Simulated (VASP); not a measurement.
Runs of VASP 6.6.1 on GaP. It takes space group F-43m (No. 216, cubic). The conventional cell has a = 5.451 Å, b = 5.451 Å, c = 5.451 Å, α = 90.00°, β = 90.00°, γ = 90.00°. Ga (site symmetry -43m) is surrounded by 4 P at 2.36 Å. P (site symmetry -43m) is surrounded by 4 Ga at 2.36 Å. 

| task | level | potentials or basis | spin | cell | k mesh | cutoff (eV) | gap on the mesh (eV) | pressure (GPa) |
| --- | --- | --- | --- | --- | --- | --- | --- | --- |
| relaxation of cell and atoms | LDA | VASP PAW LDA potentials, release 64 (Ga_d, P) | off | relaxed | 8 × 8 × 8 | 600 | 1.43 | -0.1 |
| band structure | LDA | VASP PAW LDA potentials, release 64 (Ga_d, P) | off | F-43m, 20.09 Å³/atom | 8 × 8 × 8 | 520 | 1.48 | -2.1 |
| band structure | TB-mBJ | VASP PAW PBE potentials, release 64 (Ga_d, P) | off | F-43m, 20.09 Å³/atom | 8 × 8 × 8 | 520 | (a) | - |
| band structure | PBE | VASP PAW PBE potentials, release 64 (Ga_d, P) | SOC, no magnetisation | F-43m, 20.09 Å³/atom | 6 × 6 × 6 | 520 | - | 3.1 |
| band structure | PBE | VASP PAW PBE potentials, release 64 (Ga_d, P) | off | F-43m, 20.09 Å³/atom | 8 × 8 × 8 | 520 | (b) | 3.1 |

Alike in all rows: smearing gaussian 0.03 eV.

Problem. Fill in the values left out.

Solution. (a) 2.41; (b) 1.63.

Caveats: the PAW data sets were made with another functional, which shifts forces and pressure a little (some runs).

A k mesh can miss the band edges, and rows without SOC leave out spin-orbit coupling on Ga.
